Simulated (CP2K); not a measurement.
Zn under changes of volume

One of the cells (15.451 Å³/atom); the others are scaled copies at fixed shape and fractional positions:

```
CELL_PARAMETERS angstrom
2.71765 0.00000 0.00000
-0.90588 2.56223 0.00000
-0.90588 -1.28111 2.21895
ATOMIC_POSITIONS crystal
Zn 0.00000 0.00000 0.00000
```

This isn't the form of Zn at room conditions, which is hcp.

```yaml
Program: CP2K 2026.2
Functional: r2SCAN
Potentials_or_basis: POTENTIAL_UZH Zn GTH-SCAN-q12; TZVP-MOLOPT-SCAN-GTH basis
Density_cutoff: 9184 eV
k_mesh: 12 × 12 × 12
Occupations: fermi-dirac, width 0.01 eV
Spin: no spin polarisation
```

| volume (Å³/atom) | energy over the lowest point (meV/atom) | pressure (GPa) |
| --- | --- | --- |
| 14.524 | 0.00 | -3.5 |
| 14.833 | 8.18 | -4.9 |
| 15.142 | 18.84 | -6.1 |
| 15.451 | ? | ? |
| 15.760 | 44.04 | -6.9 |
| 16.069 | 57.97 | -7.5 |
| 16.378 | 72.90 | -8.0 |

Q: What does the run at 15.451 Å³/atom give?

A: Energy over the lowest point 31.27 meV/atom; pressure -6.6 GPa.

Worked out: A Birch-Murnaghan fit of order 3 (a polynomial in V^(-2/3)) to the other rows has no minimum within the range. It gives 30.75 meV/atom at 15.451 Å³/atom, against the run's 31.27, and -dE/dV = -6.6 GPa, against -6.6.

Energies are extrapolated to zero smearing.

Caveats: the basis of atomic orbitals isn't converged, which shifts pressures, moduli and gaps.
